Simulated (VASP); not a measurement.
# O2CH2 in VASP: settings compared, part 2 of 2

VASP 6.6.1. Earlier steps stand in the parts before.

## (4) Single point, PBE

INCAR reads:

```
PREC = Accurate ; ENCUT = 400
EDIFF = 1E-6 ; ISMEAR = 0
SIGMA = 0.01 ; LREAL = F
LASPH = T ; NELM = 100
ALGO = Fast ; ISIF = 2
LWAVE = F ; LCHARG = F
GGA = PE ; ISYM = 0
```

KPOINTS reads:

```
regular mesh
0
Gamma
  1 1 1
```

POSCAR reads:

```
H2CO2                                   
1.0
   12.6897444414      0.0000000000      0.0000000000
    0.0000000000     13.1897444414      0.0000000000
    0.0000000000      0.0000000000     13.6897444414
  O               C               H             
     2     1     2
Selective dynamics
Direct
     0.5309924299000031    0.4984210663999988    0.4362721971000028   F   F   F
     0.4946669182564697    0.4089079252275167    0.5721122223735547   T   T   T
     0.4914991707986195    0.4882219265583009    0.5283522220178040   T   T   T
     0.5207413483298434    0.5680892187063832    0.4138927935434809   T   T   T
     0.4568085409894233    0.5592659577304532    0.5581715052495339   T   T   T
```

Potentials or basis: VASP PAW PBE potentials, release 64 (O, C, H).

Command:

```sh
> cat potpaw_PBE.64/O/POTCAR potpaw_PBE.64/C/POTCAR potpaw_PBE.64/H/POTCAR > POTCAR
> mpirun -np 1 vasp_gam > vasp.out
```

OUTCAR:

```text
PREC = Accurate
   ENCUT = 400
   EDIFF = 1E-6
   ISMEAR = 0
   LREAL = F
   LASPH = T
   NELM = 100
   ISIF = 2
   GGA = PE
   ISYM = 0

 ion  position               nearest neighbor table
   1  0.531  0.498  0.436-   4 0.98   3 1.36
   2  0.495  0.409  0.572-   3 1.21
   3  0.491  0.488  0.528-   5 1.11   2 1.21   1 1.36
   4  0.521  0.568  0.414-   1 0.98
   5  0.457  0.559  0.558-   3 1.11

IMPORTANT INFORMATION: All symmetrisations will be switched off!
NOSYMM: (Re-)initialisation of all symmetry stuff for point group C_1.

----------------------------------------------------------------------------------------

                                     Primitive cell

  volume of cell :    2291.3139

  direct lattice vectors                    reciprocal lattice vectors
    12.689744441  0.000000000  0.000000000     0.078803793  0.000000000  0.000000000
     0.000000000 13.189744441  0.000000000     0.000000000  0.075816480  0.000000000
     0.000000000  0.000000000 13.689744441     0.000000000  0.000000000  0.073047383

  length of vectors
    12.689744441 13.189744441 13.689744441     0.078803793  0.075816480  0.073047383

  position of ions in fractional coordinates (direct lattice)
     0.530992430  0.498421066  0.436272197
     0.494666918  0.408907925  0.572112222
     0.491499171  0.488221927  0.528352222
     0.520741348  0.568089219  0.413892794
     0.456808541  0.559265958  0.558171505

  ion indices of the primitive-cell ions
   primitive index   ion index
                 1           1
                 2           2
                 3           3
                 4           4
                 5           5

----------------------------------------------------------------------------------------

 KPOINTS: regular mesh

Automatic generation of k-mesh.
 Grid dimensions read from file:
 generate k-points for:    1    1    1

 Generating k-lattice:

  Cartesian coordinates                     Fractional coordinates (reciprocal lattice)
     0.078803793  0.000000000  0.000000000     1.000000000  0.000000000  0.000000000
     0.000000000  0.075816480  0.000000000     0.000000000  1.000000000  0.000000000
     0.000000000  0.000000000  0.073047383     0.000000000  0.000000000  1.000000000

  Length of vectors
     0.078803793  0.075816480  0.073047383

  Shift w.r.t. Gamma in fractional coordinates (k-lattice)
     0.000000000  0.000000000  0.000000000

 Subroutine IBZKPT returns following result:
 ===========================================

 Found      1 irreducible k-points:

 Following reciprocal coordinates:
            Coordinates               Weight
  0.000000  0.000000  0.000000      1.000000
   k-points           NKPTS =      1   k-points in BZ     NKDIM =      1   number of bands    NBANDS=     13
   number of dos      NEDOS =    301   number of ions     NIONS =      5
   total plane-waves  NPLWV = 680400
   dimension x,y,z NGX =    84 NGY =   90 NGZ =   90
   dimension x,y,z NGXF=   168 NGYF=  180 NGZF=  180
   ions per type =               2   1   2
   NGX,Y,Z   is equivalent  to a cutoff of  11.00, 11.34, 10.93 a.u.
   NGXF,Y,Z  is equivalent  to a cutoff of  22.01, 22.69, 21.86 a.u.
 SYSTEM =  unknown system
   PREC   = accura    normal or accurate (medium, high low for compatibility)
   ISTART =      0    job   : 0-new  1-cont  2-samecut
   ICHARG =      2    charge: 1-file 2-atom 10-const
   ISPIN  =      1    spin polarized calculation?
   LNONCOLLINEAR =      F non collinear calculations
   LSORBIT =      F    spin-orbit coupling
   LASPH  =      T    aspherical Exc in radial PAW
   ENCUT  =  400.0 eV  29.40 Ry    5.42 a.u.  20.69 21.51 22.32*2*pi/ulx,y,z
   NELM   =    100;   NELMIN=  2; NELMDL= -5     # of ELM steps
   EDIFF  = 0.1E-05   stopping-criterion for ELM
   LREAL  =      F    real-space projection
   EDIFFG = 0.1E-04   stopping-criterion for IOM
   NSW    =      0    number of steps for IOM
   IBRION =     -1    ionic relax: 0-MD 1-quasi-New 2-CG
   NFREE  =      0    steps in history (QN), initial steepest desc. (CG)
   ISIF   =      2    stress and relaxation
   ISYM   =      0    0-nonsym 1-usesym 2-fastsym
   POTIM  = 0.5000    time-step for ionic-motion
   TEBEG  =    0.0;   TEEND  =   0.0 temperature during run
   PSTRESS=    0.0 pullay stress
   NELECT =      18.0000    total number of electrons
   NUPDOWN=      -1.0000    fix difference up-down
   EMIN   =  10.00;   EMAX   =-10.00  energy-range for DOS
   EFERMI =   0.00;   METHOD = LEGACY
   ISMEAR =     0;   SIGMA  =   0.01  broadening in eV -4-tet -1-fermi 0-gaus
   EFERMI_NEDOS =   21; number of points for ismear=-14 and -15
   IALGO  =     68    algorithm
   IMIX   =      4    mixing-type and parameters
     AMIX     =   0.40;   BMIX     =  1.00
     AMIX_MAG =   1.60;   BMIX_MAG =  1.00
  volume/ion in A,a.u.               =     458.26      3092.51
  Fermi-wavevector in a.u.,A,eV,Ry     =   0.325440  0.614992  1.441008  0.105911
  Thomas-Fermi vector in A             =   1.216436
   LORBIT       =      0    0 simple, 1 ext, 2 COOP (PROOUT), +10 PAW based schemes
   GGA     = PE    functional components
   LHFCALC =     F    Hartree Fock is set to
   AEXX    =    0.0000 exact exchange contribution
   IVDW    =     0    specifies the selected vdW correction
   LEPSILON=     F    determine dielectric tensor
   LRPA    =     F    only Hartree local field effects (RPA)
 non-spin polarized calculation
 RMM-DIIS sequential band-by-band and
 Gauss-broadening in eV      SIGMA  =   0.01
  energy-cutoff  :      400.00
  volume of cell :     2291.31
 maximum number of plane-waves:     20842
 NGX is ok and might be reduce to    84
   NGX = 41   NGY = 43   NGZ = 45

 number of electron      18.0000008 magnetization

 Free energy of the ion-electron system (eV)
  ---------------------------------------------------
  ext. energy  EPLUGINS =         0.00000000
  ---------------------------------------------------
  free energy    TOTEN  =       -29.76675740 eV

  energy without entropy =      -29.76675740  energy(sigma->0) =      -29.76675740

 E-fermi :  -6.7214     XC(G=0):  -0.4289

 val. band max:       -6.8045754276   @ k =   0.0000   0.0000   0.0000
 cond. band min:      -1.5760370551   @ k =   0.0000   0.0000   0.0000
 fundamental gap:      5.2285383725
 Fermi energy:        -6.7214036300

 k-point     1 :       0.0000    0.0000    0.0000
  band No.  band energies     occupation
      1     -27.9052      2.00000
      2     -25.9302      2.00000
      3     -15.9125      2.00000
      4     -14.3486      2.00000
      5     -11.0482      2.00000
      6     -11.0161      2.00000
      7      -9.7295      2.00000
      8      -8.0938      2.00000
      9      -6.8046      2.00000
     10      -1.5760      0.00000
     11      -1.0421      0.00000
     12       0.0960      0.00000
     13       0.1931      0.00000

------------------------ aborting loop because EDIFF is reached ----------------------------------------

  FORCE on cell =-STRESS in cart. coord.  units (eV):
  Direction    XX          YY          ZZ          XY          YZ          ZX
  --------------------------------------------------------------------------------------
  -------------------------------------------------------------------------------------
  Total       -1.6096661     -1.4429623     -1.4627487      0.0087411     -0.1689778     -0.0222615
  in kB       -1.1255422     -1.0089763     -1.0228117      0.0061121     -0.1181560     -0.0155661
  external PRESSURE =      -1.0524434 kB  Pullay stress =       0.0000000 kB

 VOLUME and BASIS-vectors are now :
 -----------------------------------------------------------------------------
  energy-cutoff  :      400.00
  volume of cell :     2291.31
      direct lattice vectors                 reciprocal lattice vectors
    12.689744441  0.000000000  0.000000000     0.078803793  0.000000000  0.000000000
     0.000000000 13.189744441  0.000000000     0.000000000  0.075816480  0.000000000
     0.000000000  0.000000000 13.689744441     0.000000000  0.000000000  0.073047383

 POSITION                                       TOTAL-FORCE (eV/Angst)
 -----------------------------------------------------------------------------------
      6.73816      6.57405      5.97245        -0.002283     -0.019930      0.022705
      6.27720      5.39339      7.83207         0.004343     -0.014949     -0.003617
      6.23700      6.43952      7.23301         0.004638     -0.004487     -0.008668
      6.60807      7.49295      5.66609        -0.005919      0.018029      0.001116
      5.79678      7.37658      7.64123        -0.000779      0.021336     -0.011536
 -----------------------------------------------------------------------------------
    total drift:                                0.000272     -0.002099      0.000405

  FREE ENERGIE OF THE ION-ELECTRON SYSTEM (eV)
  ---------------------------------------------------
  free  energy   TOTEN  =       -29.7667573985 eV

  energy  without entropy=      -29.7667573985  energy(sigma->0) =      -29.76675740
```

Run time: 85 s. Hardware: 1 thread of Intel Xeon Platinum 8488C (Sapphire Rapids), shared host; peak memory 1.1 GiB.

Results:

```
Free energy                     : -29.7668 eV
Largest force                   : 0.030 eV/Å
Gap between the frontier levels : 5.23 eV
```

Forces on the atoms (eV/Å):
```
O   -0.002 -0.020  0.023
O    0.004 -0.015 -0.004
C    0.005 -0.004 -0.009
H   -0.006  0.018  0.001
H   -0.001  0.021 -0.012
```

Caveat: the cutoff is under 1.25 times the usual one of these potentials, so pressure, stress and relaxed cells hold a basis-set (Pulay) error; the standard files for N, O and F lose accuracy on very short bonds. A hybrid or GW would open this gap; PBE tends to underestimate it.

## (5) The runs side by side

```tsv
task	level	cell	atoms held fixed (from 0)	gap on the mesh (eV)
relaxation of the atoms	PBE+D3(BJ)	atoms relaxed	[0]	5.23
vibrations by finite differences	PBE+D3(BJ)	as given	-	-
single point	PBE	as given	-	5.23
```

Alike in all rows: potentials or basis VASP PAW PBE potentials, release 64 (O, C, H); no spin polarisation; k mesh 1 × 1 × 1; cutoff (eV) 400; smearing gaussian 0.01 eV.

Caveats: the cutoff is under 1.25 times the usual one of these potentials, so pressure, stress and relaxed cells hold a basis-set (Pulay) error; the standard files for N, O and F lose accuracy on very short bonds; some modes are imaginary (some runs).

Total energies depend on the potentials used, so only differences within one code and one set of settings carry meaning.
